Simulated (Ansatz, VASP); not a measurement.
**Two plane-wave programs on CaO**

INCAR

```
PREC = Accurate
ENCUT = 520
EDIFF = 1E-6
ISMEAR = 0
SIGMA = 0.02
LREAL = False
LASPH = True
NELM = 60
ALGO = Normal
ISIF = 2
LWAVE = False
LCHARG = False
GGA = PE
NBANDS = 15
```

Contents of KPOINTS:

```
Automatic mesh
0
Gamma
  8 8 8
```

Contents of POSCAR:

```
CaO
1.0
    0.0000000000      2.6357020608      2.6357020608
    2.6357020608      0.0000000000      2.6357020608
    2.6357020608      2.6357020608      0.0000000000
Ca O
1 1
Direct
    0.0000000000      0.0000000000      0.0000000000
    0.5000000000      0.5000000000      0.5000000000
```

Input for Ansatz:

```yaml
crystal:
  lattice:
    - [0.0, 2.6357020608, 2.6357020608]
    - [2.6357020608, 0.0, 2.6357020608]
    - [2.6357020608, 2.6357020608, 0.0]
  atoms:
    - { symbol: Ca, position: [0.0, 0.0, 0.0] }
    - { symbol: O, position: [0.5, 0.5, 0.5] }
basis:
  ecutwfc: 420
kpoints:
  mp_grid: { grid: [8, 8, 8] }
hamiltonian:
  xc: pbe
scf:
  occupations: { method: gaussian, width: 0.02 }
output:
  forces: true
  stress: true
  eigenvalues: true
```

Alike in both runs: task single point; functional PBE; k mesh 8 × 8 × 8; occupations gaussian, width 0.02 eV; no spin polarisation.

|  | VASP | Ansatz |
| --- | --- | --- |
| version | VASP 6.6.1 | Ansatz 0.2.0 |
| potentials or method | VASP PAW PBE potentials, release 64 (Ca_sv, O) | scalar-relativistic, plane waves, PAW |
| plane-wave cutoff (eV) | 520 | 420 |
| valence electrons in the cell | 16 | 16 |

|  | VASP | Ansatz | Ansatz less VASP |
| --- | --- | --- | --- |
| gap on the k mesh at the Fermi level (eV) | 2.81 | 2.82 | +0.007 |
| least direct gap on the mesh (eV) | 2.81 | 2.82 | +0.007 |
| pressure (GPa) | -15.5 | -15.7 | -0.16 |

The functional is the same, so the differences come from potentials, cutoffs and numerics.

Caveats: so large a pressure means that the cell lies far from this level's equilibrium, or that cutoff or potentials fall short (VASP).
